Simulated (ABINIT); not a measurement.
# GaSb (F-43m) in ABINIT: a series of runs, part 2 of 2

ABINIT 10.8.3 (patched build). The steps go on from the part before.

### Step 3. Single point, LDA

Contents of run.abi:

```
# Pseudopotentials
pp_dirpath "./"
pseudos "Sb.LDA_PW-JTH.xml, Ga.LDA_PW-JTH.xml"

# Structure
acell 3*1.0 Angstrom
rprim
     0.0000000000     3.0590000000     3.0590000000
     3.0590000000     0.0000000000     3.0590000000
     3.0590000000     3.0590000000     0.0000000000
ntypat 2
znucl 51 31
natom 2
typat 1 2
xred
     0.7500000000     0.7500000000     0.7500000000
     0.0000000000     0.0000000000     0.0000000000

# Plane-wave basis
ecut 462.593566 eV
pawecutdg 34.0

# k points
kptopt 1
ngkpt 10 10 10
nshiftk 1
shiftk 0.0 0.0 0.0

# Exchange and correlation
ixc 7

# Bands and occupations
nband 18
occopt 3
tsmear 0.00183747

# SCF cycle
nstep 100
tolvrs 1.0e-9

# Output
iomode 3
prtwf 0
prteig 0
prtebands 0
prtden 1
prtvha 1
prtvclmb 1
prtpot 1
```

Potentials or basis: JTH PAW LDA v2.0.

On the command line:

```console
> abinit run.abi > log 2>&1
```

run.abo:

```text
.Version 10.8.3 of ABINIT
 Symmetries : space group F-4 3 m (#216); Bravais cF (face-center cubic)
================================================================================
 Values of the parameters that define the memory need of the present run
     intxc =       0    ionmov =       0      iscf =      17    lmnmax =      18
     lnmax =       6     mgfft =      32  mpssoang =       3    mqgrid =    3001
     natom =       2  nloc_mem =       2    nspden =       1   nspinor =       1
    nsppol =       1      nsym =      24    n1xccc =       1    ntypat =       2
    occopt =       3   xclevel =       1
       mpw =        1308          nfft =       32768          nkpt =          47
 PAW method is used; the additional fine FFT grid is defined by:
   mgfftf=        45    nfftf =     91125
================================================================================
================================================================================

--------------------------------------------------------------------------------
[... 245 lines left out ...]
- sigma(2 2)=  2.01011004E+00  sigma(3 1)=  0.00000000E+00
- sigma(3 3)=  2.01011004E+00  sigma(2 1)=  0.00000000E+00

== END DATASET(S) ==============================================================
================================================================================

 -outvars: echo values of variables after computation  --------
            acell      1.8897261259E+00  1.8897261259E+00  1.8897261259E+00 Bohr
           etotal     -1.6209908998E+02
            fcart      9.0976836293E-32  3.6390734517E-31 -6.3683785405E-31
                      -9.0976836293E-32 -3.6390734517E-31  6.3683785405E-31
            rprim      0.0000000000E+00  3.0590000000E+00  3.0590000000E+00
                       3.0590000000E+00  0.0000000000E+00  3.0590000000E+00
                       3.0590000000E+00  3.0590000000E+00  0.0000000000E+00
           strten      6.8322251452E-05  6.8322251452E-05  6.8322251452E-05
                       0.0000000000E+00  0.0000000000E+00  0.0000000000E+00
           xangst      4.5885000000E+00  4.5885000000E+00  4.5885000000E+00
                       0.0000000000E+00  0.0000000000E+00  0.0000000000E+00
             xred      7.5000000000E-01  7.5000000000E-01  7.5000000000E-01
                       0.0000000000E+00  0.0000000000E+00  0.0000000000E+00
 Calculation completed.
```

It took 35 s on 1 thread of Arm Neoverse V2, shared host; peak memory 0.11 GiB.

Results:

```yaml
Free_energy: -4410.9409 eV
Pressure: -2.0 GPa
Band_gap_on_the_k_mesh: none (metal or under the smearing width)
Valence_electrons_inside_the_program's_atomic_spheres: Sb 12.56; Ga 11.06
```

Levels at points of the mesh, in eV from the Fermi level:
```csv
k point,band 12,band 13,band 14,band 15,band 16,band 17
"(0.00, 0.00, 0.00)",-0.24,-0.05,-0.05,-0.05,2.72,2.72
"(0.50, 0.00, 0.00)",-6.45,-1.20,-1.20,0.23,3.70,3.70
"(0.50, 0.50, 0.00)",-6.90,-2.62,-2.62,0.79,1.13,8.58
```

Caveat: this crystal is a semiconductor, whose small gap the functional closes, so the metal is an error of the method.

### Step 4. Single point, PBE

Contents of run.abi:

```
pp_dirpath "./"
pseudos "Sb.GGA_PBE-JTH.xml, Ga.GGA_PBE-JTH.xml"

acell 4.3260792873 4.3260792873 4.3260792873 Angstrom
rprim
     0.0000000000     0.7071067812     0.7071067812
     0.7071067812     0.0000000000     0.7071067812
     0.7071067812     0.7071067812     0.0000000000
ntypat 2
znucl 51 31
natom 2
typat 1 2
xred
     0.7500000000     0.7500000000     0.7500000000
     0.0000000000     0.0000000000     0.0000000000

ecut 17.0
pawecutdg 34.0

kptopt 1
ngkpt 6 6 6
nshiftk 1
shiftk 0.0 0.0 0.0

ixc 11

nband 18
occopt 3
tsmear 0.00183747

nstep 100
tolvrs 1.0e-9

iomode 3
prtwf 0
prteig 0
prtebands 0
enunit 1
prtvol 2
prtden 1
prtvha 1
prtvclmb 1
prtpot 1
```

Potentials or basis: JTH PAW PBE v2.0.

On the command line:

```console
> abinit run.abi > log 2>&1
```

Run time: 14 s. Hardware: 1 thread of Arm Neoverse V2, shared host; peak memory 0.11 GiB.

Results (log left out):

- Free energy: -4400.1398 eV
- Pressure: 2.2 GPa
- Band gap on the k mesh: none (metal or under the smearing width)
- Valence electrons inside the program's atomic spheres: Sb 12.55; Ga 11.04

Levels at points of the mesh, in eV from the Fermi level:
| k point | band 12 | band 13 | band 14 | band 15 | band 16 | band 17 |
| --- | --- | --- | --- | --- | --- | --- |
| (0.00, 0.00, 0.00) | -0.06 | -0.06 | -0.06 | -0.04 | 2.72 | 2.72 |
| (0.50, 0.00, 0.00) | -6.42 | -1.21 | -1.21 | 0.34 | 3.70 | 3.70 |
| (0.50, 0.50, 0.00) | -6.86 | -2.63 | -2.63 | 0.85 | 1.20 | 8.65 |

Caveat: this crystal is a semiconductor, whose small gap the functional closes, so the metal is an error of the method.

### Step 5. Single point, r2SCAN

Contents of run.abi:

```
# Pseudopotentials
pp_dirpath "./"
pseudos "Sb.GGA_PBE-JTH.xml, Ga.GGA_PBE-JTH.xml"

# Structure
acell 3*1.0
rprim
     0.0000000000     5.7806722152     5.7806722152
     5.7806722152     0.0000000000     5.7806722152
     5.7806722152     5.7806722152     0.0000000000
ntypat 2
znucl 51 31
natom 2
typat 1 2
xcart
     8.6710083228     8.6710083228     8.6710083228
     0.0000000000     0.0000000000     0.0000000000

# Plane-wave basis
ecut 20.0
pawecutdg 40.0

# k points
kptopt 1
ngkpt 6 6 6
nshiftk 1
shiftk 0.0 0.0 0.0

# Exchange and correlation
ixc -497498
usekden 1
pawxcdev 0

# Bands and occupations
nband 18
occopt 3
tsmear 0.05 eV

# SCF cycle
nstep 100
tolvrs 1.0e-8

# Output
iomode 3
prtwf 0
prtden 0
prteig 0
prtebands 0
enunit 2
```

On the command line:

```console
> abinit run.abi > log 2>&1
```

It took 62 s on 1 thread of Arm Neoverse V2, shared host; peak memory 0.15 GiB.

Results (log left out):

```
Free energy                                           : -3658.1592 eV
Pressure                                              : 0.2 GPa
Band gap on the k mesh                                : 0.47 eV, direct
Valence electrons inside the program's atomic spheres : Sb 12.52; Ga 11.01
```

Levels at points of the mesh, in eV from the valence-band top:
```csv
k point,band 12,band 13,band 14,band 15,band 16,band 17
"(0.00, 0.00, 0.00)",0.00,0.00,0.00,0.47,3.00,3.00
"(0.50, 0.00, 0.00)",-6.57,-1.21,-1.21,0.70,4.04,4.04
"(0.50, 0.50, 0.00)",-7.03,-2.69,-2.69,1.14,1.50,9.32
```

Caveat: totals of a meta-GGA on PAW files have another zero than those of a GGA; the PAW data sets were made with another functional, which shifts forces and pressure a little; spin-orbit coupling is left out, which moves the levels of the heavy elements.

### Step 6. Single point, PBE

Contents of run.abi:

```
# Pseudopotentials
pp_dirpath "./"
pseudos "Sb.GGA_PBE-JTH.xml, Ga.GGA_PBE-JTH.xml"

# Structure
acell 3*1.0 Angstrom
rprim
     0.0000000000     3.0590000000     3.0590000000
     3.0590000000     0.0000000000     3.0590000000
     3.0590000000     3.0590000000     0.0000000000
ntypat 2
znucl 51 31
natom 2
typat 1 2
xred
     0.7500000000     0.7500000000     0.7500000000
     0.0000000000     0.0000000000     0.0000000000

# Plane-wave basis
ecut 462.593566 eV
pawecutdg 34.0

# k points
kptopt 1
ngkpt 10 10 10
nshiftk 1
shiftk 0.0 0.0 0.0

# Exchange and correlation
ixc 11

# Bands and occupations
nband 18
occopt 3
tsmear 0.05 eV

# SCF cycle
nstep 100
tolvrs 1.0e-9

# Output
iomode 3
prtwf 0
prtden 0
prteig 0
prtebands 0
enunit 1
```

Potentials or basis: JTH PAW PBE v2.0.

On the command line:

```console
> abinit run.abi > log 2>&1
```

Run time: 37 s. Hardware: 1 thread of Arm Neoverse V2, shared host; peak memory 0.13 GiB.

Results (log left out):

```
Free energy                                           : -4400.1691 eV
Pressure                                              : 2.1 GPa
Band gap on the k mesh                                : none (metal or under the smearing width)
Valence electrons inside the program's atomic spheres : Sb 12.55; Ga 11.04
```

Levels at points of the mesh, in eV from the Fermi level:
| k point | band 10 | band 11 | band 12 | band 13 | band 14 | band 15 | band 16 | band 17 | band 18 |
| --- | --- | --- | --- | --- | --- | --- | --- | --- | --- |
| (0.00, 0.00, 0.00) | -15.04 | -11.55 | -0.08 | -0.08 | -0.08 | -0.05 | 2.72 | 2.72 | 2.72 |
| (0.50, 0.00, 0.00) | -15.04 | -9.93 | -6.43 | -1.23 | -1.23 | 0.33 | 3.69 | 3.69 | 6.41 |
| (0.50, 0.50, 0.00) | -15.04 | -9.11 | -6.87 | -2.64 | -2.64 | 0.84 | 1.19 | 8.64 | 8.64 |

Caveat: this crystal is a semiconductor, whose small gap the functional closes, so the metal is an error of the method.

### Step 7. The runs side by side

```tsv
level	potentials or basis	k mesh	cutoff (eV)	fine-grid cutoff	gap on the mesh (eV)	pressure (GPa)
PBE	JTH PAW PBE v2.0	5 × 5 × 5	463	925.187 eV	none	2.3
LDA	JTH PAW LDA v2.0	10 × 10 × 10	463	925.187 eV	none	-2.0
PBE	JTH PAW PBE v2.0	6 × 6 × 6	463	925.187 eV	none	2.2
r2SCAN	JTH PAW PBE v2.0	6 × 6 × 6	544	1088.46 eV	0.47	0.2
PBE	JTH PAW PBE v2.0	10 × 10 × 10	463	925.187 eV	none	2.1
```

Alike in all rows: task single point; no spin polarisation; cell as given; smearing fermi-dirac 0.05 eV.

Caveats: this crystal is a semiconductor, whose small gap the functional closes, so the metal is an error of the method (some runs); totals of a meta-GGA on PAW files have another zero than those of a GGA (some runs); the PAW data sets were made with another functional, which shifts forces and pressure a little (some runs); spin-orbit coupling is left out, which moves the levels of the heavy elements (some runs).

Absolute energies hang on the potentials; compare differences alone.

### Step 8. Comparison with measurements

Step 2. The gap isn't set beside the deposited one, since this odd mesh misses points on the zone boundary.

Step 3. Against the measured gap of GaSb, 0.811 eV (direct; 4.2 K; a printed reference work, data compilation), the calculated 0.00 eV is off by -0.81 eV. Spin-orbit coupling on Ga, Sb is left out. The value is that of LDA on a finite k mesh, which can miss the band edges, without temperature or zero-point motion. Semilocal functionals fall short of measured gaps as a rule.

Step 4. Against the measured gap of GaSb, 0.811 eV (direct; 4.2 K; a printed reference work, data compilation), the calculated 0.00 eV is off by -0.81 eV. Spin-orbit coupling on Ga, Sb is left out. The value is that of PBE on a finite k mesh, which can miss the band edges, without temperature or zero-point motion. Semilocal functionals fall short of measured gaps as a rule.

Step 5. Measured gap of GaSb: 0.811 eV (direct; 4.2 K; a printed reference work, data compilation). This calculation gives 0.47 eV (-0.34 eV). Spin-orbit coupling on Ga, Sb is left out. The value is that of r2SCAN on a finite k mesh, which can miss the band edges, without temperature or zero-point motion.

Step 6. Measured gap of GaSb: 0.811 eV (direct; 4.2 K; a printed reference work, data compilation). This calculation gives 0.00 eV (-0.81 eV). Spin-orbit coupling on Ga, Sb is left out. The value is that of PBE on a finite k mesh, which can miss the band edges, without temperature or zero-point motion. Semilocal functionals fall short of measured gaps as a rule.
